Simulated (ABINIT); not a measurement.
Planning a run of ABINIT 10.8.3 on MgO (Fm-3m). The input:

```
acell 3*1.0 Angstrom
rprim 
  -0.000000000000 2.097001392700 2.097001392700
  2.097001392700 -0.000000000000 2.097001392700
  2.097001392700 2.097001392700 -0.000000000000
ntypat 2
znucl 12 8
natom 2
typat 1 2
xred 
  0.000000000000 0.000000000000 0.000000000000
  0.500000000000 0.500000000000 0.500000000000
pp_dirpath "pseudos"
pseudos "Mg.upf, O.upf"
ecut 38
ngkpt 6 6 6
nshiftk 1
shiftk 0 0 0
kptopt 1
chksymbreak 0
istwfk *1
occopt 1
irdwfk 1
optdriver 4
nband 77
gwcalctyp 28
ecutsigx 38
symsigma 0
nkptgw 16
kptgw 
  0.0000000000 0.0000000000 0.0000000000
  0.1666666667 0.0000000000 0.0000000000
  0.3333333333 0.0000000000 0.0000000000
  0.5000000000 0.0000000000 0.0000000000
  0.1666666667 0.1666666667 0.0000000000
  0.3333333333 0.1666666667 0.0000000000
  0.5000000000 0.1666666667 0.0000000000
  -0.3333333333 0.1666666667 0.0000000000
  -0.1666666667 0.1666666667 0.0000000000
  0.3333333333 0.3333333333 0.0000000000
  0.5000000000 0.3333333333 0.0000000000
  -0.3333333333 0.3333333333 0.0000000000
  0.5000000000 0.5000000000 0.0000000000
  0.5000000000 0.3333333333 0.1666666667
  -0.3333333333 0.3333333333 0.1666666667
  -0.3333333333 0.5000000000 0.1666666667
bdgw 
  1 15
  1 15
  1 15
  1 15
  1 15
  1 15
  1 15
  1 15
  1 15
  1 15
  1 15
  1 15
  1 15
  1 15
  1 15
  1 15
ecuteps 9.7
irdscr 1
ppmodel 1
irdqps 1
rhoqpmix 0.3
indata_prefix "in"
outdata_prefix "out"
tmpdata_prefix "tmp"
```

```sh
OMP_NUM_THREADS=1 mpirun -n 4 abinit run.abi > log
```

Q: How long will it take on 4 MPI ranks of Arm Neoverse V1, shared host, and how much memory?

It took 9.7 min; on shared hardware allow 4.9 min to 19 min. Peak host memory was 1.1 GiB.

[Paths, hosts, dates, memory and timing lines, banners, echoed tables and standing remarks are left out of the program output.]

[Logs are printed without paths, hosts, clocks, repeated set-up lines and the standing remarks that a program may print on its own settings, such as how far it seeks lower states.]

[Runs of the session that timed out or met a known fault of the program may be left out.]

[Hosts, paths, dates, database ids (printed as entryN), source tags and the programs' standing remarks are cut or masked in the printed files.]

[G0W0 gaps are taken among the corrected bands and points alone; a level outside them can change the order at an edge.]

[Where Ansatz stands beside ABINIT at settings called matched, ABINIT's density can come from a denser mesh and the files from another edition; pairs whose starting gaps differed by over 0.03 eV were left out, so agreement reads better than it is.]
